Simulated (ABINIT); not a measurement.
# PtS2 (P-3m1) in ABINIT: G0W0 quasiparticle levels with PBE

Aim: the G0W0 quasiparticle levels of PtS2 with PBE.

Everything below comes from runs of ABINIT 10.8.3 (patched build). Logs are shortened: lines on timing, memory, paths and dates and some standing lists are left out, and cuts for length are marked. The log counts tension as positive stress, the text compression.

## (1) The crystal as given

Symmetry: P-3m1, No. 164, trigonal system. Conventional cell: a = 3.543 Å, b = 3.543 Å, c = 5.039 Å, α = 90.00°, β = 90.00°, γ = 120.00°. Pt (site symmetry -3m) is surrounded by 6 S at 2.34 Å. S (site symmetry 3m) is surrounded by 3 Pt at 2.34 Å.

## (2) G0W0 quasiparticle levels, PBE

run.abi

```
# Datasets
ndtset 4

# Pseudopotentials
pp_dirpath "./"
pseudos "Pt.upf, S.upf"

# Structure
acell 3.5432 3.5432 5.0388 Angstrom
rprim
     1.0000000000     0.0000000000     0.0000000000
    -0.5000000000     0.8660254038     0.0000000000
     0.0000000000     0.0000000000     1.0000000000
ntypat 2
znucl 78 16
natom 3
typat 1 2 2
xred
            0.0            0.0            0.0
            2/3            1/3   0.7730000000
            1/3            2/3   0.2270000000

# Plane-wave basis
ecut 35.0

# k points
kptopt 1
ngkpt 5 5 3
nshiftk 1
shiftk 0.0 0.0 0.0
istwfk *1

# Exchange and correlation
ixc 11

# Bands and occupations
occopt 1

# SCF cycle
nstep 80
diemac 6.0

# Output
iomode 3
prteig 0
prtebands 0

# Dataset 1: ground state
nband1 15
tolvrs1 1.0e-12
prtden1 1
prtwf1 0

# Dataset 2: empty bands at fixed density
iscf2 -2
getden2 1
nband2 186
nbdbuf2 16
tolwfr2 1.0e-12
nstep2 120
prtden2 0

# Dataset 3: screening
optdriver3 3
getwfk3 2
nband3 170
ecuteps3 8.0
ecutwfn3 21.0
inclvkb3 2
ppmodel3 2
nfreqim3 0

# Dataset 4: self-energy
optdriver4 4
getwfk4 2
nband4 170
ecuteps4 8.0
ecutsigx4 35.0
ecutwfn4 35.0
symsigma4 1
getscr4 3
getden4 1
ppmodel4 2
gw_qprange4 0
```

Potentials or basis: PseudoDojo NC SR PBE v0.4.1 standard.

Run with:

```
$ mpirun --bind-to none -np 4 abinit run.abi > log 2>&1
```

run.abo:

```text
.Version 10.8.3 of ABINIT
 DATASET    1 : space group P-3 m 1 (#164); Bravais hP (primitive hexag.)
================================================================================
 Values of the parameters that define the memory need for DATASET  1.
     intxc =       0    ionmov =       0      iscf =       7    lmnmax =       8
     lnmax =       8     mgfft =      54  mpssoang =       4    mqgrid =    3001
     natom =       3  nloc_mem =       1    nspden =       1   nspinor =       1
    nsppol =       1      nsym =      12    n1xccc =    2501    ntypat =       2
    occopt =       1   xclevel =       2
       mpw =        3671          nfft =       69984          nkpt =          12
================================================================================
================================================================================
[... 25 lines left out ...]
 DATASET    4 : space group P-3 m 1 (#164); Bravais hP (primitive hexag.)
================================================================================
 Values of the parameters that define the memory need for DATASET  4.
     intxc =       0    ionmov =       0      iscf =       7    lmnmax =       8
     lnmax =       8     mgfft =      54  mpssoang =       4    mqgrid =    3001
     natom =       3  nloc_mem =       1    nspden =       1   nspinor =       1
    nsppol =       1      nsym =      12    n1xccc =    2501    ntypat =       2
    occopt =       1   xclevel =       2
       mpw =        3671          nfft =       69984          nkpt =          12
================================================================================
================================================================================

--------------------------------------------------------------------------------
------------- Echo of variables that govern the present computation ------------
--------------------------------------------------------------------------------
 -outvars: echo values of preprocessed input variables --------
            acell      6.6956776093E+00  6.6956776093E+00  9.5219520032E+00 Bohr
              amu      1.95080000E+02  3.20660000E+01
           diemac      6.00000000E+00
             ecut1     3.50000000E+01 Hartree
             ecut2     3.50000000E+01 Hartree
             ecut3     2.10000000E+01 Hartree
             ecut4     3.50000000E+01 Hartree
          ecuteps1     0.00000000E+00 Hartree
          ecuteps2     0.00000000E+00 Hartree
          ecuteps3     8.00000000E+00 Hartree
          ecuteps4     8.00000000E+00 Hartree
         ecutsigx1     0.00000000E+00 Hartree
         ecutsigx2     0.00000000E+00 Hartree
         ecutsigx3     0.00000000E+00 Hartree
         ecutsigx4     3.50000000E+01 Hartree
          ecutwfn1     0.00000000E+00 Hartree
          ecutwfn2     0.00000000E+00 Hartree
          ecutwfn3     2.10000000E+01 Hartree
          ecutwfn4     3.50000000E+01 Hartree
           getden1          0
           getden2          1
           getden3          0
           getden4          1
           getscr1          0
           getscr2          0
           getscr3          0
           getscr4          3
           getwfk1          0
           getwfk2          0
           getwfk3          2
           getwfk4          2
             iscf1          7
             iscf2         -2
             iscf3          7
             iscf4          7
              ixc          11
           jdtset        1    2    3    4
         kptrlatt        5    0    0      0    5    0      0    0    3
          kptrlen      2.85658560E+01
            natom           3
            nband1         15
            nband2        186
            nband3        170
            nband4        170
           nbdbuf1          0
           nbdbuf2         16
           nbdbuf3          0
           nbdbuf4          0
           ndtset           4
          nfreqim1         -1
          nfreqim2         -1
          nfreqim3          0
          nfreqim4         -1
            ngfft1         36      36      54
            ngfft2         36      36      54
            ngfft3         30      30      40
            ngfft4         36      36      54
             nkpt          12
           npweps1          0
           npweps2          0
           npweps3        427
           npweps4        427
          npwsigx1          0
          npwsigx2          0
          npwsigx3          0
          npwsigx4       3631
            nstep1         80
            nstep2        120
            nstep3         80
            nstep4         80
             nsym          12
           ntypat           2
[... 599 lines left out ...]
 ==== K-mesh for the wavefunctions ====
 Number of points in the irreducible wedge :    12
 Reduced coordinates and weights :

     1)     0.00000000E+00  0.00000000E+00  0.00000000E+00       0.01333
     2)     2.00000000E-01  0.00000000E+00  0.00000000E+00       0.08000
     3)     4.00000000E-01  0.00000000E+00  0.00000000E+00       0.08000
     4)     2.00000000E-01  2.00000000E-01  0.00000000E+00       0.08000
     5)     4.00000000E-01  2.00000000E-01  0.00000000E+00       0.08000
     6)     0.00000000E+00  0.00000000E+00  3.33333333E-01       0.02667
     7)     2.00000000E-01  0.00000000E+00  3.33333333E-01       0.08000
     8)     4.00000000E-01  0.00000000E+00  3.33333333E-01       0.08000
     9)    -4.00000000E-01  0.00000000E+00  3.33333333E-01       0.08000
    10)    -2.00000000E-01  0.00000000E+00  3.33333333E-01       0.08000
    11)     2.00000000E-01  2.00000000E-01  3.33333333E-01       0.16000
    12)     4.00000000E-01  2.00000000E-01  3.33333333E-01       0.16000

 Together with 12 symmetry operations and time-reversal symmetry
 yields    75 points in the full Brillouin Zone.

 ==== Q-mesh for screening function ====
 Number of points in the irreducible wedge :    12
 Reduced coordinates and weights :

     1)     0.00000000E+00  0.00000000E+00  0.00000000E+00       0.01333
     2)     2.00000000E-01  0.00000000E+00  0.00000000E+00       0.08000
     3)     4.00000000E-01  0.00000000E+00  0.00000000E+00       0.08000
     4)     2.00000000E-01  2.00000000E-01  0.00000000E+00       0.08000
     5)     4.00000000E-01  2.00000000E-01  0.00000000E+00       0.08000
     6)     0.00000000E+00  0.00000000E+00  3.33333333E-01       0.02667
     7)     2.00000000E-01  0.00000000E+00  3.33333333E-01       0.08000
     8)     4.00000000E-01  0.00000000E+00  3.33333333E-01       0.08000
     9)    -4.00000000E-01  0.00000000E+00  3.33333333E-01       0.08000
    10)    -2.00000000E-01  0.00000000E+00  3.33333333E-01       0.08000
    11)     2.00000000E-01  2.00000000E-01  3.33333333E-01       0.16000
    12)     4.00000000E-01  2.00000000E-01  3.33333333E-01       0.16000

 Together with 12 symmetry operations and time-reversal symmetry
 yields    75 points in the full Brillouin Zone.

 vcoul_init : cutoff-mode = AUXILIARY_FUNCTION
 q-points for optical limit:   1
     1)      0.000010    0.000020    0.000030
 setmesh: FFT mesh size selected  =    32x   32x   54
          total number of points  =        55296

 Number of electrons calculated from density =   30.0000; Expected =   30.0000
 average of density, n =  0.081148
 r_s =    1.4329
 omega_plasma =   27.4785 [eV]

 === KS Band Gaps ===
  >>>> For spin  1
   Minimum direct gap =   1.4121 [eV], located at k-point      :  -0.2000  0.0000  0.3333
   Fundamental gap    =   1.3155 [eV], Top of valence bands at :   0.0000  0.0000  0.0000
                                       Bottom of conduction at :   0.2000  0.2000  0.0000
 SIGMA fundamental parameters:
 PLASMON POLE MODEL  2
 number of plane-waves for SigmaX                 3631
 number of plane-waves for SigmaC and W            427
 number of plane-waves for wavefunctions          3631
 number of bands                                   170
 number of independent spin polarizations            1
 number of spinorial components                      1
 number of k-points in IBZ                          12
 number of q-points in IBZ                          12
 number of symmetry operations                      12
 number of k-points in BZ                           75
 number of q-points in BZ                           75
 number of frequencies for dSigma/dE                 9
 frequency step for dSigma/dE [eV]                0.25
 number of omega for Sigma on real axis              0
 max omega for Sigma on real axis  [eV]           0.00
 zcut for avoiding poles [eV]                     0.10

 EPSILON^-1 parameters (SCR file):
 dimension of the eps^-1 matrix on file            427
 dimension of the eps^-1 matrix used               427
 number of plane-waves for wavefunctions          1663
 number of bands                                   170
 number of q-points in IBZ                          12
 number of frequencies                               2
 number of real frequencies                          1
 number of imag frequencies                          1

 matrix elements of self-energy operator (all in [eV])

 Perturbative Calculation

--- !SelfEnergy_ee
iteration_state: {dtset: 4, }
kpoint     : [   0.000,    0.000,    0.000, ]
spin       : 1
KS_gap     :    2.586
QP_gap     :    3.606
Delta_QP_KS:    1.020
data: !SigmaeeData |
     Band     E0 <VxcDFT>   SigX SigC(E0)      Z dSigC/dE  Sig(E)    E-E0       E
       15   7.625 -13.612 -15.086   0.426   0.828  -0.207 -14.481  -0.869   6.756
       16  10.210 -16.797 -13.003  -3.612   0.829  -0.206 -16.646   0.151  10.361
       17  10.210 -16.797 -13.003  -3.612   0.829  -0.206 -16.646   0.151  10.361
...
[... 14 lines left out ...]
--- !SelfEnergy_ee
iteration_state: {dtset: 4, }
kpoint     : [  -0.200,    0.000,    0.333, ]
spin       : 1
KS_gap     :    1.412
QP_gap     :    2.113
Delta_QP_KS:    0.701
data: !SigmaeeData |
     Band     E0 <VxcDFT>   SigX SigC(E0)      Z dSigC/dE  Sig(E)    E-E0       E
       15   7.593 -16.572 -18.852   1.502   0.828  -0.208 -17.216  -0.644   6.950
       16   9.006 -16.601 -13.261  -3.272   0.832  -0.202 -16.545   0.057   9.062
...

== END DATASET(S) ==============================================================
================================================================================

 -outvars: echo values of variables after computation  --------
            acell      6.6956776093E+00  6.6956776093E+00  9.5219520032E+00 Bohr
           etotal1    -1.5269848802E+02
           etotal3     0.0000000000E+00
           etotal4     0.0000000000E+00
            fcart1     3.2171742790E-28  9.2871821799E-28 -0.0000000000E+00
                      -6.4343485580E-28 -2.2289237232E-27 -2.4594634080E-02
                       3.2171742790E-28  1.3002055052E-27  2.4594634080E-02
            fcart3     0.0000000000E+00  0.0000000000E+00  0.0000000000E+00
                       0.0000000000E+00  0.0000000000E+00  0.0000000000E+00
                       0.0000000000E+00  0.0000000000E+00  0.0000000000E+00
            fcart4     0.0000000000E+00  0.0000000000E+00  0.0000000000E+00
                       0.0000000000E+00  0.0000000000E+00  0.0000000000E+00
                       0.0000000000E+00  0.0000000000E+00  0.0000000000E+00
            rprim      1.0000000000E+00  0.0000000000E+00  0.0000000000E+00
                      -5.0000000000E-01  8.6602540380E-01  0.0000000000E+00
                       0.0000000000E+00  0.0000000000E+00  1.0000000000E+00
           strten1    -3.7987673010E-04 -3.7987673043E-04 -3.0872320102E-04
                       0.0000000000E+00  0.0000000000E+00  0.0000000000E+00
           strten3     0.0000000000E+00  0.0000000000E+00  0.0000000000E+00
                       0.0000000000E+00  0.0000000000E+00  0.0000000000E+00
           strten4     0.0000000000E+00  0.0000000000E+00  0.0000000000E+00
                       0.0000000000E+00  0.0000000000E+00  0.0000000000E+00
           xangst      0.0000000000E+00  0.0000000000E+00  0.0000000000E+00
                       1.7716000000E+00  1.0228337369E+00  3.8949924000E+00
                      -6.5562370348E-17  2.0456674738E+00  1.1438076000E+00
             xred      0.0000000000E+00  0.0000000000E+00  0.0000000000E+00
                       6.6666666667E-01  3.3333333333E-01  7.7300000000E-01
                       3.3333333333E-01  6.6666666667E-01  2.2700000000E-01
 Calculation completed.
```

Run time: 15 min. Hardware: 4 MPI ranks of Intel Xeon at 2.50GHz (Skylake/Cascade Lake), shared host; peak memory 1.7 GiB.

Results:

```yaml
Band_gap_on_the_k_mesh_mean-field_level: 1.32 eV, indirect (least direct gap 1.41 eV)
Quasiparticle_gap: 2.05 eV
Least_direct_quasiparticle_gap: 2.11 eV
```

Quasiparticle levels (energies in eV):
```tsv
k	band	e ks	vxc	sigma x	sigma c	z	e qp
[0.0, 0.0, 0.0]	15	7.625	-13.612	-15.086	0.426	0.828	6.756
[0.0, 0.0, 0.0]	16	10.21	-16.797	-13.003	-3.612	0.829	10.361
[0.0, 0.0, 0.0]	17	10.21	-16.797	-13.003	-3.612	0.829	10.361
[0.2, 0.2, 0.0]	15	7.374	-16.056	-18.558	1.612	0.828	6.637
[0.2, 0.2, 0.0]	16	8.94	-16.046	-12.37	-3.602	0.833	9.001
[-0.2, 0.0, 0.333]	15	7.593	-16.572	-18.852	1.502	0.828	6.95
[-0.2, 0.0, 0.333]	16	9.006	-16.601	-13.261	-3.272	0.832	9.062
```

Caveat: bands and screening cutoff are small, so the values aren't converged; the sums over empty bands aren't extrapolated, so the gap can lie some tenths of an eV under the converged one, most of all in nitrides and oxides; spin-orbit coupling is left out, which moves the levels of the heavy elements; an odd mesh through Γ misses points on the zone boundary, where band edges often lie.
